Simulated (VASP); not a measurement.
A run of VASP 6.6.1 is set up as follows.

Contents of INCAR:

```
SYSTEM = Si
  PREC = Accurate
  ENCUT = 520
  EDIFF = 1E-6
  ISMEAR = 0
  SIGMA = 0.1
  LREAL = .False.
  LASPH = .True.
  NELM = 100
  ALGO = Fast
  ISIF = 2
  LWAVE = .False.
  LCHARG = .False.
  GGA = PE
  NBANDS = 11
```

The input KPOINTS:

```
regular mesh
0
Gamma
  18 18 10
  0 0 0
```

Contents of POSCAR:

```
Si
1.0
    2.3761812634      0.0000000000      0.0000000000
   -1.1880906317      2.0578333381      0.0000000000
    0.0000000000      0.0000000000      4.0622578620
Si
2
Direct
    0.3333333333      0.6666666667      0.2500000000
    0.6666666667      0.3333333333      0.7500000000
```

Potentials or basis: VASP PAW PBE potentials, release 64 (Si).

Command:

```console
$ cat potpaw_PBE.64/Si/POTCAR > POTCAR
$ mpirun -np 1 vasp_std > vasp.out
```

Question: Predict the band gap on the k mesh.

Answer: None (metal or under the smearing width).

Question: What does it give for the pressure?

Answer: 74.6 GPa.

Stress tensor (GPa, compression positive):
```
74.55  0.00  0.00
 0.00 74.55  0.00
 0.00  0.00 74.69
```

Caveat: a pressure of tens of GPa on the cell as given is suspect, and the run, the potentials or the cell itself is likely at fault.
